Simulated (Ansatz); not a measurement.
**TaN: zone-centre modes under pressure**

TaN, Fm-3m, a = 4.418 Å. This isn't the usual stable structure of the compound. Ansatz: PBE, PAW, 420 eV, Γ-centred 16×16×16 mesh on 2 atoms, Fermi-Dirac smearing 0.15 eV; no spin polarisation. Cell and atoms are relaxed at each pressure with the symmetry kept; optical modes at Γ by linear response, in cm⁻¹, the highest.

```
P (GPa) V (Å³/atom)     ω1
      0       10.782  382.3
      7       10.565  408.5
     18       10.265  445.1
     35        9.876      ?
```

Q: Get the mode's Grüneisen parameter γ = −d ln ω/d ln V from the other rows and predict the missing frequency.

A: ln(V/V0) = 0.0000, -0.0203, -0.0491, -0.0878; a line through ln(ω/ω0) of the 3 known rows gives ω1: γ = 3.090 (intercept 0.0013), predicted 502.1, computed 493.6. The miss is 1.7 %: γ isn't constant over this range. In a metal these frequencies hang on the mesh and smearing.

Spin–orbit coupling is left out, which can shift energies with elements as heavy as these.

Cost: 4 runs of about 2.2 core-minutes in all, on AMD EPYC 7R43 (Zen 3) (shared hosts).